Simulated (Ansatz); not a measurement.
In CsCl (CsCl type) the Cs atom of the primitive cell, with all its periodic images, is moved by 0.06 Å along [111].

```
Cs Cl
1.0
     4.20000    0.00000    0.00000
     0.00000    4.20000    0.00000
     0.00000    0.00000    4.20000
Cs Cl
1 1
Direct
  0.00825 0.00825 0.00825
  0.50000 0.50000 0.50000
```

Method: Ansatz, PBE0, plane waves, all-electron PAW datasets generated for the crystal, point nucleus.

Cutoff 340 eV; exchange singularity: Wigner-Seitz; k-mesh 4×4×4 Γ-centred; Fermi–Dirac smearing of 0.05 eV; no spin polarisation; no spin–orbit coupling.

**Question.** What force results?

**Answer.** The force on it along the displacement is -0.0348 eV/Å, a force constant of 0.58 eV/Å².

```csv
atom,Fx (eV/Å),Fy (eV/Å),Fz (eV/Å)
Cs1,-0.0201,-0.0201,-0.0201
Cl2,0.0201,0.0201,0.0201
```
